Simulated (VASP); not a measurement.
CdO (Monteponite): single point with PBE

Crystal: CdO (Monteponite).

```
Cd O
1.0
     0.00000    2.34950    2.34950
     2.34950    0.00000    2.34950
     2.34950    2.34950    0.00000
Cd O
1 1
Direct
  0.00000 0.00000 0.00000
  0.50000 0.50000 0.50000
```

```json
{
 "Program": "VASP 6.6.1",
 "Task": "single point",
 "Functional": "PBE",
 "Potentials or basis": "VASP PAW PBE potentials, release 64 (Cd, O)",
 "Cutoff": "520 eV",
 "k mesh": "10 × 10 × 10",
 "Occupations": "gaussian, width 0.013 eV",
 "Spin": "no spin polarisation",
 "Further INCAR settings": "ALGO = Fast; EDIFF = 1e-07; NBANDS = 16"
}
```

```yaml
Pressure: 7.6 GPa
Band_gap_on_the_k_mesh: none (metal or under the smearing width)
```

Levels at points of the mesh, in eV from the Fermi level:
| k point | band 5 | band 6 | band 7 | band 8 | band 9 | band 10 | band 11 | band 12 | band 13 | band 14 |
| --- | --- | --- | --- | --- | --- | --- | --- | --- | --- | --- |
| (0.00, 0.00, 0.00) | -6.41 | -6.41 | -1.34 | -1.34 | -1.34 | -0.44 | 14.98 | 17.02 | 17.02 | 17.02 |
| (0.50, 0.00, 0.00) | -6.16 | -6.16 | -3.82 | -0.01 | -0.01 | 4.44 | 7.31 | 11.95 | 11.95 | 17.75 |
| (0.50, 0.50, 0.00) | -6.02 | -5.71 | -4.34 | -2.31 | -2.31 | 3.88 | 8.55 | 11.21 | 13.35 | 13.35 |

It took 47 s on 1 thread of Intel(R) Xeon(R) Platinum 8375C CPU @ 2.90GHz (Ice Lake), on a shared host, peak memory 0.16 GiB.

Caveat: this crystal is a semiconductor, whose small gap the functional closes, so the metal is an error of the method.
